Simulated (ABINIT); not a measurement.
# C (P4/mmm) in ABINIT: notebook

The runs below take C through band structure, with r2SCAN, SCAN, TB-mBJ.

Program: ABINIT 10.8.3 (patched build). These are calculated values, not measurements. Logs are shortened: lines on timing, memory, paths and dates and some standing lists are left out, and cuts for length are marked. The log counts tension as positive stress, the text compression.

## 1. The crystal as given

Symmetry: P4/mmm, No. 123, tetragonal system. Conventional cell: a = 4.255 Å, b = 4.255 Å, c = 1.282 Å, α = 90.00°, β = 90.00°, γ = 90.00°. C (site symmetry 4/mmm) has 2 C at 1.28 Å as nearest neighbours.

The cell was built by a generator and needn't be a form met in nature.

## 2. Band structure, r2SCAN

run.abi

```
# Datasets: ground state, then fixed potential
ndtset 2

# Pseudopotentials
pp_dirpath "./"
pseudos "C.GGA_PBE-JTH.xml"

# Structure
acell 3*1.0
rprim
     8.0411059137     0.0000000000     0.0000000000
     0.0000000000     8.0411059137     0.0000000000
     0.0000000000     0.0000000000     2.4231769123
ntypat 1
znucl 6
natom 1
typat 1
xred
     0.5000000000     0.5000000000     0.5000000000

# Plane-wave basis
ecut 23.0
pawecutdg 45.0
pawovlp 30

# Exchange and correlation
ixc -497498
usekden 1
pawxcdev 0

# Bands and occupations
occopt 3
tsmear 0.00183747

# SCF cycle
nstep 100

# Output
iomode 3
prtwf 0
prteig 0
prtebands 0
enunit 1
prtden1 1
prtkden1 1

# Dataset 1
kptopt1 1
ngkpt1 6 6 20
nshiftk1 1
shiftk1 0.0 0.0 0.0
nband1 6
tolvrs1 1.0e-7

# Dataset 2: bands along G-X-M-G-Z-R-A-Z
iscf2 -2
getden2 1
getkden2 1
nband2 12
nbdbuf2 4
tolwfr2 1.0e-11
kptopt2 -7
ndivsm2 5
prteig2 1
kptbounds2
     0.0000000000     0.0000000000     0.0000000000
     0.0000000000     0.5000000000     0.0000000000
     0.5000000000     0.5000000000     0.0000000000
     0.0000000000     0.0000000000     0.0000000000
     0.0000000000     0.0000000000     0.5000000000
     0.0000000000     0.5000000000     0.5000000000
     0.5000000000     0.5000000000     0.5000000000
     0.0000000000     0.0000000000     0.5000000000
```

Potentials or basis: JTH PAW PBE v2.0.

Command:

```sh
$ abinit run.abi > log 2>&1
```

run.abo:

```text
.Version 10.8.3 of ABINIT
 DATASET    1 : space group P4/m m m (#123); Bravais tP (primitive tetrag.)
================================================================================
 Values of the parameters that define the memory need for DATASET  1.
     intxc =       0    ionmov =       0      iscf =      17    lmnmax =       8
     lnmax =       4     mgfft =      36  mpssoang =       2    mqgrid =    3001
     natom =       1  nloc_mem =       2    nspden =       1   nspinor =       1
    nsppol =       1      nsym =      16    n1xccc =       1    ntypat =       1
    occopt =       3   xclevel =       2
       mpw =         856          nfft =       15552          nkpt =         110
 PAW method is used; the additional fine FFT grid is defined by:
   mgfftf=        50    nfftf =     40000
================================================================================
================================================================================

 DATASET    2 : space group P4/m m m (#123); Bravais tP (primitive tetrag.)
================================================================================
 Values of the parameters that define the memory need for DATASET  2.
     intxc =       0    ionmov =       0      iscf =      -2    lmnmax =       8
     lnmax =       4     mgfft =      36  mpssoang =       2    mqgrid =    3001
     natom =       1  nloc_mem =       2    nspden =       1   nspinor =       1
    nsppol =       1      nsym =      16    n1xccc =       1    ntypat =       1
    occopt =       3   xclevel =       2
       mpw =         853          nfft =       15552          nkpt =          52
 PAW method is used; the additional fine FFT grid is defined by:
   mgfftf=        50    nfftf =     40000
================================================================================
================================================================================

--------------------------------------------------------------------------------
------------- Echo of variables that govern the present computation ------------
--------------------------------------------------------------------------------
 -outvars: echo values of preprocessed input variables --------
            acell      1.0000000000E+00  1.0000000000E+00  1.0000000000E+00 Bohr
              amu      1.20110000E+01
             ecut      2.30000000E+01 Hartree
           enunit           1
           getden1          0
           getden2          1
          getkden1          0
          getkden2          1
             iscf1         17
             iscf2         -2
                       outvar_i_n : Printing only first  50 k-points.
              ixc     -497498
           jdtset        1    2
                       outvar_i_n : Printing only first  50 k-points.
           kptopt1          1
           kptopt2         -7
         kptrlatt        6    0    0      0    6    0      0    0   20
          kptrlen1     4.82466355E+01
          kptrlen2     3.00000000E+01
            natom           1
            nband1          6
            nband2         12
           nbdbuf1          0
           nbdbuf2          4
           ndtset           2
           ndivsm1          0
           ndivsm2          5
            ngfft          36      36      12
          ngfftdg          50      50      16
             nkpt1        110
             nkpt2         52
            nstep         100
             nsym          16
           ntypat           1
                       prtocc : prtvol=0, do not print more k-points.
           occopt           3
        pawecutdg      4.50000000E+01 Hartree
          pawovlp      3.0000000000E+01
         pawxcdev           0
        prtebands           0
           prteig1          0
           prteig2          1
          prtkden           1
            prtwf           0
            rprim      8.0411059137E+00  0.0000000000E+00  0.0000000000E+00
                       0.0000000000E+00  8.0411059137E+00  0.0000000000E+00
[... 237 lines left out ...]
         ecut(hartree)=     45.000   => boxcut(ratio)=   2.05913
--------------------------------------------------------------------------------

================================================================================
 Non-SCF case, kpt    1 (  0.00000  0.00000  0.00000), residuals and eigenvalues=
  1.92E-12  5.73E-12  1.16E-12  4.77E-12  9.33E-13  3.89E-12  3.61E-12  6.54E-12
  5.80E-13  9.33E-12  2.26E-12  1.72E-04
 -7.0441E-01 -2.6357E-01 -2.6357E-01  7.5709E-02  2.3485E-01  4.1137E-01
  4.1137E-01  4.5650E-01  5.0722E-01  7.8713E-01  7.8713E-01  9.6502E-01
 Non-SCF case, kpt    2 (  0.00000  0.10000  0.00000), residuals and eigenvalues=
  9.07E-13  2.71E-12  1.51E-12  9.76E-13  3.11E-12  2.70E-12  1.56E-12  1.53E-12
  4.26E-12  1.71E-12  4.81E-12  9.26E-06
 -7.0429E-01 -2.6509E-01 -2.6345E-01  8.0529E-02  2.3535E-01  3.9089E-01
  3.9595E-01  4.8200E-01  5.3074E-01  7.5370E-01  7.8858E-01  9.7193E-01
 Non-SCF case, kpt    3 (  0.00000  0.20000  0.00000), residuals and eigenvalues=
[... 235 lines left out ...]
  3.95E-12  3.02E-12  1.15E-12  1.30E-12  7.09E-12  2.56E-12  5.93E-12  3.07E-12
  5.63E-12  2.85E-11  1.13E-08  1.90E-08
 -4.1642E-01  2.5749E-01  3.7497E-01  3.7501E-01  8.0311E-01  8.1717E-01
  9.1093E-01  9.5437E-01  1.0740E+00  1.1181E+00  1.1735E+00  1.1738E+00
 Non-SCF case, kpt   51 (  0.07143  0.07143  0.50000), residuals and eigenvalues=
  2.30E-12  6.62E-12  1.89E-12  6.85E-12  3.47E-12  2.78E-12  7.97E-12  3.10E-12
  4.13E-11  2.57E-10  4.85E-05  2.00E-05
 -4.1644E-01  2.5686E-01  3.7554E-01  3.7555E-01  8.1754E-01  8.2495E-01
  8.7996E-01  9.4855E-01  1.0801E+00  1.1007E+00  1.2069E+00  1.2324E+00
 Non-SCF case, kpt   52 (  0.00000  0.00000  0.50000), residuals and eigenvalues=
  7.29E-13  8.20E-13  7.17E-12  2.48E-12  3.50E-12  4.83E-12  2.21E-12  6.33E-12
  7.21E-12  8.10E-12  7.95E-08  3.04E-06
 -4.1645E-01  2.5663E-01  3.7575E-01  3.7575E-01  8.2792E-01  8.2792E-01
  8.6398E-01  9.4654E-01  1.0828E+00  1.0944E+00  1.2234E+00  1.2234E+00

Result for kinetic energy density :

--------------------------------------------------------------------------------
 Total kinetic energy density [Ha/Bohr^3]
)     Maximum=    8.5513E-01  at reduced coord.    0.5000    0.5000    0.5000
)     Minimum=    4.4213E-05  at reduced coord.    0.0000    0.0000    0.3750
   Integrated=    3.3005E+00
--------------------------------------------------------------------------------

--- !ResultsGS
iteration_state: {dtset: 2, }
comment   : Summary of ground state results
lattice_vectors:
- [  8.0411059,   0.0000000,   0.0000000, ]
- [  0.0000000,   8.0411059,   0.0000000, ]
- [  0.0000000,   0.0000000,   2.4231769, ]
lattice_lengths: [   8.04111,    8.04111,    2.42318, ]
lattice_angles: [ 90.000,  90.000,  90.000, ] # degrees, (23, 13, 12)
lattice_volume:   1.5668113E+02
convergence: {deltae:  0.000E+00, res2:  0.000E+00, residm:  9.975E-12, diffor:  0.000E+00, }
etotal    :  -5.53220845E+00
entropy   :   0.00000000E+00
fermie    :  -6.51466811E-02
cartesian_stress_tensor: null
pressure_GPa: null
xred      :
- [  5.0000E-01,   5.0000E-01,   5.0000E-01,  C]
cartesian_forces: null
force_length_stats: {min: null, max: null, mean: null, }
...

 Integrated electronic density in atomic spheres:
 ------------------------------------------------
 Atom  Sphere_radius  Integrated_density
    1        1.50737          2.73855757

================================================================================

 ----iterations are completed or convergence reached----

 Mean square residual over all n,k,spin=   33.586E-13; max=  99.750E-13
 reduced coordinates (array xred) for    1 atoms
       0.500000000000      0.500000000000      0.500000000000

 cartesian coordinates (angstrom) at end:
    1      2.12758499855031     2.12758499855031     0.64114499955277
 length scales=  1.000000000000  1.000000000000  1.000000000000 bohr
              =  0.529177210544  0.529177210544  0.529177210544 angstroms
 Eigenvalues (   eV  ) for nkpt=  52  k points:
 kpt#   1, nband= 12, wtk=  1.00000, kpt=  0.0000  0.0000  0.0000 (reduced coord)
 -19.16785   -7.17223   -7.17223    2.06016    6.39051   11.19384   11.19384   12.42201
  13.80218   21.41882   21.41882   26.25940
 kpt#   2, nband= 12, wtk=  1.00000, kpt=  0.0000  0.1000  0.0000 (reduced coord)
 -19.16469   -7.21352   -7.16876    2.19130    6.40417   10.63675   10.77447   13.11583
  14.44226   20.50920   21.45833   26.44760
 kpt#   3, nband= 12, wtk=  1.00000, kpt=  0.0000  0.2000  0.0000 (reduced coord)
 -19.15635   -7.31850   -7.15936    2.56272    6.34220    9.88638   10.25799   14.24739
  15.52459   19.01744   21.58381   26.47860
 kpt#   4, nband= 12, wtk=  1.00000, kpt=  0.0000  0.3000  0.0000 (reduced coord)
 -19.14599   -7.44329   -7.14770    3.12169    5.99051    9.30131   10.30383   15.35847
  15.39885   18.95076   21.81252   26.15503
 kpt#   5, nband= 12, wtk=  1.00000, kpt=  0.0000  0.4000  0.0000 (reduced coord)
 -19.13757   -7.54054   -7.13816    3.80919    5.34258    8.93717   10.97608   14.00814
  16.20281   20.48534   22.12920   24.77147
 kpt#   6, nband= 12, wtk=  1.00000, kpt=  0.0000  0.5000  0.0000 (reduced coord)
 -19.13435   -7.57684   -7.13464    4.52751    4.61830    8.81386   11.69346   13.00321
[... 125 lines left out ...]
 -11.32973    7.05928   10.15805   10.15958   21.38443   21.68976   26.51535   26.91457
  28.91241   29.26686   30.14990   31.89518
 kpt#  49, nband= 12, wtk=  1.00000, kpt=  0.2143  0.2143  0.5000 (reduced coord)
 -11.33067    7.03161   10.18146   10.18320   21.56151   21.96171   25.80279   26.21354
  29.04943   30.45606   30.99848   31.11033
 kpt#  50, nband= 12, wtk=  1.00000, kpt=  0.1429  0.1429  0.5000 (reduced coord)
 -11.33137    7.00672   10.20333   10.20453   21.85374   22.23636   24.78760   25.96964
  29.22505   30.42629   31.93378   31.94190
 kpt#  51, nband= 12, wtk=  1.00000, kpt=  0.0714  0.0714  0.5000 (reduced coord)
 -11.33183    6.98952   10.21897   10.21931   22.24644   22.44794   23.94488   25.81148
  29.39193   29.95180   32.84253   33.53442
 kpt#  52, nband= 12, wtk=  1.00000, kpt=  0.0000  0.0000  0.5000 (reduced coord)
 -11.33216    6.98337   10.22474   10.22474   22.52872   22.52872   23.51019   25.75673
  29.46492   29.78046   33.29016   33.29022

== END DATASET(S) ==============================================================
================================================================================

 -outvars: echo values of variables after computation  --------
            acell      1.0000000000E+00  1.0000000000E+00  1.0000000000E+00 Bohr
           etotal1    -5.5322084529E+00
            fcart1    -0.0000000000E+00 -0.0000000000E+00 -0.0000000000E+00
            rprim      8.0411059137E+00  0.0000000000E+00  0.0000000000E+00
                       0.0000000000E+00  8.0411059137E+00  0.0000000000E+00
                       0.0000000000E+00  0.0000000000E+00  2.4231769123E+00
           strten1     3.3553507422E-05  3.3553507422E-05  1.7409745136E-04
                       0.0000000000E+00  0.0000000000E+00  0.0000000000E+00
           xangst      2.1275849986E+00  2.1275849986E+00  6.4114499955E-01
             xred      5.0000000000E-01  5.0000000000E-01  5.0000000000E-01
 Calculation completed.
```

It took 33 s on 1 thread of Intel Xeon 6975P-C (Granite Rapids), shared host; peak memory 0.1 GiB.

Results:

```yaml
Free_energy: -150.5391 eV
Pressure: -2.4 GPa
Band_gap_on_the_k_mesh: none (metal or under the smearing width)
```

Levels at the corners of the path, in eV from the Fermi level:
| point | band 1 | band 2 | band 3 | band 4 | band 5 | band 6 | band 7 |
| --- | --- | --- | --- | --- | --- | --- | --- |
| Γ | -17.40 | -5.40 | -5.40 | 3.83 | 8.16 | 12.97 | 12.97 |
| X | -17.36 | -5.80 | -5.36 | 6.30 | 6.39 | 10.59 | 13.47 |
| M | -17.33 | -5.74 | -5.74 | 6.05 | 8.90 | 8.90 | 13.03 |
| Γ | -17.40 | -5.40 | -5.40 | 3.83 | 8.16 | 12.97 | 12.97 |
| Z | -9.56 | 8.76 | 12.00 | 12.00 | 24.30 | 24.30 | 25.28 |
| R | -9.56 | 8.82 | 11.88 | 12.01 | 22.67 | 24.48 | 27.62 |
| A | -9.56 | 8.88 | 11.89 | 11.89 | 23.05 | 23.05 | 29.02 |
| Z | -9.56 | 8.76 | 12.00 | 12.00 | 24.30 | 24.30 | 25.28 |

Caveat: the atomic spheres overlap; totals of a meta-GGA on PAW files have another zero than those of a GGA; the PAW data sets were made with another functional, which shifts forces and pressure a little.

## 3. Band structure, SCAN

Edit run.abi of step 2 so:

```diff
@@ -26,3 +26,3 @@
 # Exchange and correlation
-ixc -497498
+ixc -263267
 usekden 1
```

Potentials or basis: JTH PAW PBE v2.0.

Command:

```sh
$ abinit run.abi > log 2>&1
```

Wall time 36 s (1 thread of Intel Xeon 6975P-C (Granite Rapids), shared host); peak memory 0.1 GiB.

Results (log left out):

* Free energy: -150.8797 eV
* Pressure: -2.3 GPa
* Band gap on the k mesh: none (metal or under the smearing width)

Stress tensor (GPa, compression positive):
```
-0.10  0.00  0.00
 0.00 -0.10  0.00
 0.00  0.00 -6.75
```

Levels at the corners of the path, in eV from the Fermi level:
```tsv
point	band 1	band 2	band 3	band 4	band 5
Γ	-17.39	-5.39	-5.39	3.76	8.09
X	-17.36	-5.80	-5.35	6.22	6.33
M	-17.33	-5.73	-5.73	6.00	8.82
Γ	-17.39	-5.39	-5.39	3.76	8.09
Z	-9.69	8.87	12.00	12.00	24.23
R	-9.68	8.94	11.88	12.01	22.59
A	-9.68	9.00	11.90	11.90	22.97
Z	-9.69	8.87	12.00	12.00	24.23
```

Caveat: the atomic spheres overlap; totals of a meta-GGA on PAW files have another zero than those of a GGA; the PAW data sets were made with another functional, which shifts forces and pressure a little.

## 4. Band structure, TB-mBJ

Edit run.abi of step 3 so:

```diff
@@ -5,3 +5,3 @@
 pp_dirpath "./"
-pseudos "C.GGA_PBE-JTH.xml"
+pseudos "C.hgh"
 
@@ -21,10 +21,7 @@
 # Plane-wave basis
-ecut 23.0
-pawecutdg 45.0
-pawovlp 30
+ecut 64.0
 
 # Exchange and correlation
-ixc -263267
+ixc -208012
 usekden 1
-pawxcdev 0
 
@@ -36,2 +33,5 @@
 nstep 100
+diemix 0.3
+optforces 0
+optstress 0
 
@@ -52,3 +52,3 @@
 nband1 6
-tolvrs1 1.0e-7
+tolvrs1 1.0e-9
```

Potentials or basis: HGH LDA.

Command:

```sh
$ abinit run.abi > log 2>&1
```

It took 4.8 min on 1 thread of Intel Xeon 6975P-C (Granite Rapids), shared host; peak memory 0.12 GiB.

It converged, with:

| Property | Result |
| --- | --- |
| Band gap on the k mesh | none (metal or under the smearing width) |
| All electrons inside the program's atomic spheres | C 4.79 (radii [1.0584] Å) |

Levels at the corners of the path, in eV from the Fermi level:
```
point  band 1  band 2  band 3  band 4  band 5  band 6  band 7
    Γ  -18.11   -5.39   -5.39    6.30    9.77   14.20   15.65
    X  -18.09   -5.67   -5.37    8.11    9.65   12.02   14.58
    M  -18.07   -5.64   -5.64    8.98   11.47   11.47   13.07
    Γ  -18.11   -5.39   -5.39    6.30    9.77   14.20   15.65
    Z  -11.21    8.76   12.98   12.98   21.67   21.67   26.75
    R  -11.21    8.81   12.86   12.99   21.01   21.74   28.38
    A  -11.21    8.85   12.88   12.88   21.11   21.11   30.95
    Z  -11.21    8.76   12.98   12.98   21.67   21.67   26.75
```

Caveat: the constant c of TB-mBJ comes from the pseudo density here, which moves gaps by up to 0.3 eV between sets of potentials; the potentials were made for another functional, which shifts forces and pressure; HGH potentials are hard and often keep d shells in the core, so these values are rough.
